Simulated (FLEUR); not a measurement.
## Sn: band structure with PBEsol

The system is Sn.

```
Sn
1.0
    -1.72654    1.77555    2.33834
     1.72654   -1.77555    2.33834
     1.72654    1.77555   -2.33834
Sn
1
Direct
  0.00000 0.00000 0.00000
```

This isn't the form of Sn at room conditions, which is tetragonal (white tin).

- Program: FLEUR MaX-R8.1 (later development tree)
- Task: band structure
- Functional: PBEsol
- Potentials or basis: all-electron
- Basis: FLAPW
- Kmax: 4.1 1/bohr
- k mesh: 11 × 11 × 11
- Occupations: fermi-dirac, width 0.05 eV
- Spin: no spin polarisation
- Gmax: 12.7 1/bohr
- Muffin-tin radii: Sn 2.66 bohr
- lmax: Sn 10
- lnonsphr: Sn 10
- Local orbitals a species: Sn 5
- Max iterations: 60
- Mixing factor: 0.05
- Mixer: Anderson
- Mixer history: 15
- Density convergence: 1e-05 me/bohr^3

| Property | Result |
| --- | --- |
| Band gap along the path | none (metal or under the smearing width) |
| Valence electrons inside the program's atomic spheres | Sn 20.14 (radii Sn 2.66 bohr) |

Levels at the corners of the path, in eV from the Fermi level:
```
point  band 7  band 8  band 9  band 10  band 11  band 12  band 13  band 14  band 15  band 16
    Γ  -21.44  -21.41  -21.37   -10.77     7.02     7.16     7.56    10.61    11.19    11.69
    X  -21.36  -21.34  -21.32    -4.58    -2.32    -1.19     1.93     5.27    10.28    16.63
    L  -21.40  -21.36  -21.30    -4.53    -1.73    -1.46     0.01     9.23    10.69    12.95
    T  -21.33  -21.32  -21.30    -5.22    -3.57     2.06     2.43     5.53     5.94    18.99
    W  -21.42  -21.36  -21.32    -4.84    -1.74    -1.53    -0.33    11.48    12.86    12.89
    R  -21.43  -21.32  -21.32    -6.60    -4.33     4.82     5.69     9.25     9.69    10.03
   X1  -21.36  -21.34  -21.32    -4.58    -2.32    -1.19     1.93     5.27    10.28    16.63
    Z  -21.33  -21.30  -21.30    -4.46    -3.07     1.21     1.85     4.63     5.48    19.02
    Γ  -21.44  -21.41  -21.37   -10.77     7.02     7.16     7.56    10.61    11.19    11.69
    Y  -21.35  -21.33  -21.32    -4.72    -2.45    -1.17     2.43     5.75     8.89    17.09
    S  -21.44  -21.34  -21.31    -6.85    -4.40     5.24     5.99     9.75    10.07    10.25
    W  -21.42  -21.36  -21.32    -4.84    -1.74    -1.53    -0.33    11.48    12.86    12.89
   L1  -21.40  -21.36  -21.30    -4.53    -1.73    -1.46     0.01     9.23    10.69    12.95
    Y  -21.35  -21.33  -21.32    -4.72    -2.45    -1.17     2.43     5.75     8.89    17.09
   Y1  -21.35  -21.33  -21.32    -4.72    -2.45    -1.17     2.43     5.75     8.89    17.09
    Z  -21.33  -21.30  -21.30    -4.46    -3.07     1.21     1.85     4.63     5.48    19.02
```

Core levels (eV from the Fermi level):
```
atom                                                                                                                             levels
1 Sn  1s1/2 -28976.1, 2s1/2 -4369.8, 2p1/2 -4082.0, 2p3/2 -3851.6, 3s1/2 -839.6, 3p1/2 -722.7, 3p3/2 -680.6, 3d3/2 -473.8, 3d5/2 -465.1
```

Wall time 100 s on 1 thread of Arm Neoverse N1 (shared host), peak memory 0.08 GiB.

Caveat: spin-orbit coupling is left out, which moves the levels of the heavy elements.
